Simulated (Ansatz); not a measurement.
# Lattice vibrations of Zr₃Si₂ at Γ

These are results of DFT PBEsol, scalar-relativistic, plane waves, PAW (Ansatz 0.2.0), not measurements. Cutoff 420 eV, 6×6×10 k-points (Γ-centred), Fermi-Dirac smearing of 0.15 eV. No spin polarisation. Phonons by linear response, acoustic sum rule imposed.

Relaxed structure:
```yaml
crystal:
  lattice:
    - [7.05978, 0.00000, 0.00000]
    - [0.00000, 7.05978, 0.00000]
    - [0.00000, 0.00000, 3.65811]
  atoms:
    - { symbol: Zr, position: [0.17423, 0.67423, 0.50000] }
    - { symbol: Zr, position: [0.82577, 0.32577, 0.50000] }
    - { symbol: Zr, position: [0.32577, 0.17423, 0.50000] }
    - { symbol: Zr, position: [0.67423, 0.82577, 0.50000] }
    - { symbol: Zr, position: [0.00000, 0.00000, 0.00000] }
    - { symbol: Zr, position: [0.50000, 0.50000, 0.00000] }
    - { symbol: Si, position: [0.62250, 0.12250, 0.00000] }
    - { symbol: Si, position: [0.37750, 0.87750, 0.00000] }
    - { symbol: Si, position: [0.87750, 0.62250, 0.00000] }
    - { symbol: Si, position: [0.12250, 0.37750, 0.00000] }
```

In a metal, frequencies and elastic constants depend on the k mesh and the smearing, soft modes and shear constants most.

Question: Is this structure stable against zone-centre distortions?

Answer: Yes, at Γ: no optical mode is imaginary. Strains and other wave vectors aren't tested by this run.

Question: List the optical modes at Γ (i marks imaginary ones).

Answer:
```
frequency (meV) degeneracy
           15.9           1
           17.5           1
           20.0           1
           20.2           1
           20.3           2
           20.6           1
           21.5           2
           22.8           2
           24.6           1
           25.0           2
           25.4           1
           36.5           1
           37.4           2
           38.8           1
           39.1           2
           39.7           2
           39.9           1
           39.9           1
           48.8           1
           50.5           1
```

Cost: 1 run of about 15 core-minutes, on Intel Xeon Platinum 8488C (Sapphire Rapids) (shared hosts).